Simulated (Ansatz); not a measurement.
In doubt: masses and optical values from hybrid runs of this build are listed as unsure (in some of the runs), which bears on the screening that GW takes from such a start.

Two G0W0 runs on In2O3 (R-3c).

```
In O
1.0
     2.74350    1.58396    4.83667
    -2.74350    1.58396    4.83667
     0.00000   -3.16792    4.83667
In O
4 6
Cartesian
  0.0000 0.0000 5.1846
  0.0000 0.0000 2.0704
  0.0000 0.0000 9.3254
  0.0000 0.0000 12.4396
  -1.1084 1.5840 8.4642
  -0.8176 -1.7519 8.4642
  1.9259 0.1679 8.4642
  1.1084 -1.5840 6.0458
  0.8176 1.7519 6.0458
  -1.9259 -0.1679 6.0458
```

The cell and positions come from the Crystallography Open Database and are kept as given unless a step says otherwise. This is not the form that In2O3 usually takes at ambient conditions. PAW set soft_2, made with PBE.

The first (Ansatz 0.2.0; start LDA, 4×4×4 mesh, 691 empty bands, screening to 180 eV; 1 × NVIDIA H100 80GB HBM3 (shared by 3 runs) with 3 threads of AMD EPYC 7R13 (Zen 3), shared host) gave, on its mesh: starting gap 1.18 eV, G0W0 gap 2.46 eV, RPA ε∞ (mean) 5.27, 37 s.

**Question.** The second changes start from LDA to HSE06. What does it give?

It gave: starting gap 2.82 eV, G0W0 gap 3.29 eV, RPA ε∞ (mean) 3.66, 2.1 min. The G0W0 gap moves by +0.83 eV, +1.64 eV from the start and −0.81 eV from the correction.

Limits: not at the basis limit; no spin-orbit coupling.

[Paths, hosts, dates, memory and timing lines, banners, echoed tables and standing remarks are left out of the program output.]

[Logs are printed without paths, hosts, clocks, repeated set-up lines and the standing remarks that a program may print on its own settings, such as how far it seeks lower states.]

[Runs of the session that timed out or met a known fault of the program may be left out.]

[Cells called generated may have been cut or substituted from an entry of the Crystallography Open Database or the Materials Project.]

[Hosts, paths, dates, database ids (printed as entryN), source tags and the programs' standing remarks are cut or masked in the printed files.]
